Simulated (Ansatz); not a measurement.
# Residual resistivity of an alloy: Al(111) with 4 layers of random Al-Li, 2x2, part 2 of 2

Aim: the residual resistivity of a random alloy, from Al(111) with 4 layers of random Al-Li, 2x2 and longer regions.

Ansatz 0.2.0; Ansatz plane-wave DFT, PBE, PAW files; ballistic transport by layer matching (Landauer), zero bias; PAW set soft_1.

So far. Step 3 (With 8 alloy layers): Over the solved energies the transmission per spin lies between 2.38 and 2.46, out of 5.47 channels of the lead on average (up to 5.59).

**4. With 12 alloy layers**

In 12 layers a share of 0.25 of the sites is given to Li at random. A fresh draw is used; the growth of the resistance with length is what counts.

System of this step: Al(111) with 12 layers of random Al-Li, 2x2. The cell holds 72 atoms: 60 Al and 12 Li. Cell: a = 5.725 Å, b = 5.725 Å, c = 42.068 Å, α = 90.0°, β = 90.0°, γ = 120.0°. It derives from Al. Regions: lead, 24 atoms (24 Al); scattering region, 48 atoms (36 Al and 12 Li). The structure is stacked along c, and the current runs across the ab planes.

The input, input.yaml:

```yaml
crystal:
  lattice:
    - [5.7246940741, 0.0, 0.0]
    - [-2.862347037, 4.957730497, 0.0]
    - [0.0, 0.0, 42.0677382451]
  atoms:
    - { symbol: Al, position: [0.0, 0.0, 0.0277777778] }
    - { symbol: Al, position: [0.0, 0.5, 0.0277777778] }
    - { symbol: Al, position: [0.5, 0.0, 0.0277777778] }
    - { symbol: Al, position: [0.5, 0.5, 0.0277777778] }
    - { symbol: Al, position: [0.1666666667, 0.3333333333, 0.0833333333] }
    - { symbol: Al, position: [0.1666666667, 0.8333333333, 0.0833333333] }
    - { symbol: Al, position: [0.6666666667, 0.3333333333, 0.0833333333] }
    - { symbol: Al, position: [0.6666666667, 0.8333333333, 0.0833333333] }
    - { symbol: Al, position: [0.3333333333, 0.1666666667, 0.1388888889] }
    - { symbol: Al, position: [0.3333333333, 0.6666666667, 0.1388888889] }
    - { symbol: Al, position: [0.8333333333, 0.1666666667, 0.1388888889] }
    - { symbol: Al, position: [0.8333333333, 0.6666666667, 0.1388888889] }
    - { symbol: Al, position: [0.0, 0.0, 0.1944444444] }
    - { symbol: Al, position: [0.0, 0.5, 0.1944444444] }
    - { symbol: Al, position: [0.5, 0.0, 0.1944444444] }
    - { symbol: Al, position: [0.5, 0.5, 0.1944444444] }
    - { symbol: Al, position: [0.1666666667, 0.3333333333, 0.25] }
    - { symbol: Al, position: [0.1666666667, 0.8333333333, 0.25] }
    - { symbol: Li, position: [0.6666666667, 0.3333333333, 0.25] }
    - { symbol: Al, position: [0.6666666667, 0.8333333333, 0.25] }
    - { symbol: Li, position: [0.3333333333, 0.1666666667, 0.3055555556] }
    - { symbol: Li, position: [0.3333333333, 0.6666666667, 0.3055555556] }
    - { symbol: Al, position: [0.8333333333, 0.1666666667, 0.3055555556] }
    - { symbol: Al, position: [0.8333333333, 0.6666666667, 0.3055555556] }
    - { symbol: Al, position: [0.0, 0.0, 0.3611111111] }
    - { symbol: Li, position: [0.0, 0.5, 0.3611111111] }
    - { symbol: Al, position: [0.5, 0.0, 0.3611111111] }
    - { symbol: Al, position: [0.5, 0.5, 0.3611111111] }
    - { symbol: Li, position: [0.1666666667, 0.3333333333, 0.4166666667] }
    - { symbol: Al, position: [0.1666666667, 0.8333333333, 0.4166666667] }
    - { symbol: Li, position: [0.6666666667, 0.3333333333, 0.4166666667] }
    - { symbol: Al, position: [0.6666666667, 0.8333333333, 0.4166666667] }
    - { symbol: Al, position: [0.3333333333, 0.1666666667, 0.4722222222] }
    - { symbol: Al, position: [0.3333333333, 0.6666666667, 0.4722222222] }
    - { symbol: Li, position: [0.8333333333, 0.1666666667, 0.4722222222] }
    - { symbol: Al, position: [0.8333333333, 0.6666666667, 0.4722222222] }
    - { symbol: Al, position: [0.0, 0.0, 0.5277777778] }
    - { symbol: Al, position: [0.0, 0.5, 0.5277777778] }
    - { symbol: Al, position: [0.5, 0.0, 0.5277777778] }
    - { symbol: Al, position: [0.5, 0.5, 0.5277777778] }
    - { symbol: Al, position: [0.1666666667, 0.3333333333, 0.5833333333] }
    - { symbol: Al, position: [0.1666666667, 0.8333333333, 0.5833333333] }
    - { symbol: Al, position: [0.6666666667, 0.3333333333, 0.5833333333] }
    - { symbol: Al, position: [0.6666666667, 0.8333333333, 0.5833333333] }
    - { symbol: Li, position: [0.3333333333, 0.1666666667, 0.6388888889] }
    - { symbol: Al, position: [0.3333333333, 0.6666666667, 0.6388888889] }
    - { symbol: Li, position: [0.8333333333, 0.1666666667, 0.6388888889] }
    - { symbol: Al, position: [0.8333333333, 0.6666666667, 0.6388888889] }
    - { symbol: Al, position: [0.0, 0.0, 0.6944444444] }
    - { symbol: Li, position: [0.0, 0.5, 0.6944444444] }
    - { symbol: Al, position: [0.5, 0.0, 0.6944444444] }
    - { symbol: Li, position: [0.5, 0.5, 0.6944444444] }
    - { symbol: Al, position: [0.1666666667, 0.3333333333, 0.75] }
    - { symbol: Al, position: [0.1666666667, 0.8333333333, 0.75] }
    - { symbol: Al, position: [0.6666666667, 0.3333333333, 0.75] }
    - { symbol: Li, position: [0.6666666667, 0.8333333333, 0.75] }
    - { symbol: Al, position: [0.3333333333, 0.1666666667, 0.8055555556] }
    - { symbol: Al, position: [0.3333333333, 0.6666666667, 0.8055555556] }
    - { symbol: Al, position: [0.8333333333, 0.1666666667, 0.8055555556] }
    - { symbol: Al, position: [0.8333333333, 0.6666666667, 0.8055555556] }
    - { symbol: Al, position: [0.0, 0.0, 0.8611111111] }
    - { symbol: Al, position: [0.0, 0.5, 0.8611111111] }
    - { symbol: Al, position: [0.5, 0.0, 0.8611111111] }
    - { symbol: Al, position: [0.5, 0.5, 0.8611111111] }
    - { symbol: Al, position: [0.1666666667, 0.3333333333, 0.9166666667] }
    - { symbol: Al, position: [0.1666666667, 0.8333333333, 0.9166666667] }
    - { symbol: Al, position: [0.6666666667, 0.3333333333, 0.9166666667] }
    - { symbol: Al, position: [0.6666666667, 0.8333333333, 0.9166666667] }
    - { symbol: Al, position: [0.3333333333, 0.1666666667, 0.9722222222] }
    - { symbol: Al, position: [0.3333333333, 0.6666666667, 0.9722222222] }
    - { symbol: Al, position: [0.8333333333, 0.1666666667, 0.9722222222] }
    - { symbol: Al, position: [0.8333333333, 0.6666666667, 0.9722222222] }
kpoints:
  mp_grid: { grid: [5, 5, 1] }
hamiltonian:
  xc: pbe
  pseudopotentials: { kind: paw, azcp: { folder: soft_1 } }
scf:
  occupations: { method: fermi_dirac, width: 0.1 }
output:
  transmission:
    leads: [[0, 4]]
    kmesh: [10, 10]
    e_range: [-0.05, 0.05]
    de: 0.05
  write_potential: true
  write_density: true
  volumetric_format: npy
```

Launch:

```sh
$ ansatz run input.yaml --threads 4 --pin off --max-ram 15360MiB --backend cpu --events-out ev --progress --plain --runs-dir out
```

Numbers of over 12 decimals in the logs are rounded to 6 here.

The program printed:

```text
[...]
Crystal: 72 atoms, lattice volume = 1193.945 Å³
Basis set: ecut = 420 eV, 23469 PW (Γ)
Bands: 180, of which v1, the nominal top of the filled ones, is band 108 counted from 1 (107 counted from 0)
Symmetry: 1 space group operations
[...]
k-points: 13 of 25 (time reversal used)
[...]
SCF iter   1: F=—  HF=-34714.255603 eV  |F-HF|=—  |Δ(HF+E_count)|=         —  Δρ=2.20e-2  dr2=1.14e2  ethr=3.10e-3  ⟨swp⟩=7.5  Hψ=12201  notcnv=0  defer=178
[...]
SCF iter   9: F=-34709.845460 eV  HF=-34709.845460 eV  |F-HF|=1.57e-9  |Δ(HF+E_count)|=   4.20e-9  Δρ=1.88e-7  dr2=2.06e-9  ethr=4.63e-11  ⟨swp⟩=2.0  Hψ=3137  notcnv=0
SCF 1 converged in 9 iterations: F = -34709.845460 eV  dr2 = 2.06e-9
[...]
transmission: 273 of 2704 steps passed
transmission: 549 of 2704 steps passed
[...]
transmission: 2704 of 2704 steps passed
SCF converged after 9 iterations
Free energy (F): -34709.845460 eV
[...]
Internal energy: -34708.901673 eV  (E = F + TS)
E sigma→0 (E₀):  -34709.373567 eV
Entropy (-TS):   -0.943787 eV (-13.108 meV/atom)
Fermi energy:    6.824591 eV
[...]
--- Band table (eV; the first three rows and the last of 13) ---
  k-point 0: bands = [... 104 lower, 5.6385, 5.6909, 5.7208, 5.7593, 5.8074, 5.9353, 6.0616, 6.1369, ... 68 higher]
  k-point 1: bands = [... 104 lower, 5.9470, 6.0110, 6.0902, 6.1710, 6.2963, 6.3651, 6.4054, 6.5146, ... 68 higher]
  k-point 2: bands = [... 104 lower, 6.9316, 6.9690, 6.9951, 7.0320, 7.0468, 7.0969, 7.1355, 7.2534, ... 68 higher]
  k-point 12: bands = [... 104 lower, 6.6121, 6.7450, 6.8055, 6.8445, 6.8866, 6.9186, 6.9423, 7.0306, ... 68 higher]
--- Transmission ---
  basis      : 253 plane waves across, 52 finite elements along
  points     : 52, standing for a mesh of 10 x 10
[...]
channels       : 5.530000e0 a spin
[...]
junction   : crystal 0 to crystal 0, 0.70 to 40.43 Å
    transmission   : 2.075352e0 a spin
[...]
```

It took 11 min on 4 threads of Arm Neoverse V2, shared host; peak memory 4.9 GiB.

Numbers from this step:

```
free energy                                   : -34709.8455 eV
energy at zero smearing                       : -34709.3736 eV
Fermi energy                                  : 6.825 eV
transmission per spin nearest the Fermi level : 2.075
step of the lead's potential                  : 12 meV
```

Per spin. Table of transmission, zone mean by energy, zero at the Fermi level:

```tsv
energy (eV)	transmission, zone mean
-0.0500	2.06
0.0000	2.08
0.0500	2.08
```

Over the solved energies the transmission per spin lies between 2.06 and 2.08, out of 5.47 channels of the lead on average (up to 5.59).

**5. Resistance against length**

This step: Ansatz plane-wave DFT, PBE, PAW files; ballistic transport by layer matching (Landauer), zero bias; residual resistivity from the slope of the area resistance, atoms on the host's lattice; PAW set soft_1 (Ansatz 0.2.0).

Numbers from this step:

```yaml
resistivity: 33.39 µΩ cm
intercept: 0.1806 fΩ m²
scatter_about_the_fit: 0.02551 fΩ m²
```

Resistance, by row:

```tsv
run	length (Å)	T	channels N	RA (fΩ m²)
n4	9.348	3.185	5.423	0.4747
n8	18.7	2.425	5.47	0.8409
n12	28.05	2.071	5.47	1.099
```

Table of area resistance by length of the alloy:

```tsv
length of the alloy (Å)	area resistance (fΩ m²)
9.35	0.475
18.70	0.841
28.05	1.10
```

The area resistance goes from 0.47 to 1.1 fΩ m² between 9.3 and 28.0 Å, a slope of 33 µΩ cm.

By hand from the end points: (1.099 − 0.4747) fΩ m² / (28.05 − 9.35) Å = 33 µΩ cm, since 1 fΩ m² per Å is 1000 µΩ cm.

**6. Summary of results**

```json
{"resistivity from the slope": "33.4 µΩ cm", "area resistance over 9.35 Å": "0.475 fΩ m²", "area resistance over 18.7 Å": "0.841 fΩ m²", "area resistance over 28.0 Å": "1.10 fΩ m²"}
```

In words: The slope gives 33 µΩ cm. The points scatter by 0.026 fΩ m² about the line, with one random draw a length in a 2x2 cell, so the slope is a rough value. Read with a model of isotropic scattering on a spherical Fermi surface and the lead's 1.5×10¹⁵ S/m², this slope means a mean free path near 15 Å; over these lengths the model's slope is within 3 % of its bulk resistivity. The atoms sit on the host's lattice, so scattering by size misfit is left out.

[Logs are printed without paths, hosts, clocks, repeated set-up lines and the standing remarks that a program may print on its own settings, such as how far it seeks lower states.]

[Hosts, paths, dates, database ids (printed as entryN), source tags and the programs' standing remarks are cut or masked in the printed files.]
